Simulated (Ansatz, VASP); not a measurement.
# MgS in VASP and in Ansatz

```xyz
2
Lattice="0.0000 2.8331 2.8331 2.8331 0.0000 2.8331 2.8331 2.8331 0.0000" Properties=species:S:1:pos:R:3 pbc="T T T"
Mg   -0.1500    0.0000   -0.1500
S     4.2497    4.2497    4.2497
```

Alike in both runs: task single point; functional PBEsol; k mesh 8 × 8 × 8; occupations gaussian, width 0.05 eV; no spin polarisation.

|  | VASP | Ansatz |
| --- | --- | --- |
| version | VASP 6.6.1 | Ansatz 0.2.0 |
| potentials or method | VASP PAW PBE potentials, release 64 (Mg, S) | scalar-relativistic, plane waves, PAW |
| plane-wave cutoff (eV) | 520 | 420 |
| valence electrons in the cell | 8 | 16 |

Ansatz gave:

| Item | Value |
| --- | --- |
| gap on the k mesh at the Fermi level (eV) | 3.01 |
| least direct gap on the mesh (eV) | 3.01 |
| pressure (GPa) | 0.7 |
| largest component of the traceless stress (GPa) | 3.36 |
| rms of the force components (eV/Å) | 0.751 |

Task: Estimate VASP's values.

Result: gap on the k mesh at the Fermi level (eV): 3.02; least direct gap on the mesh (eV): 3.02; pressure (GPa): 0.6; largest component of the traceless stress (GPa): 3.38; rms of the force components (eV/Å): 0.754.

Atom by atom the forces differ by 0.004 eV/Å (rms over components). The two sets of potentials don't hold the same shells in valence.

Caveats: the PAW data sets were made with another functional, which shifts forces and pressure a little (VASP). A k mesh can miss the band edges.
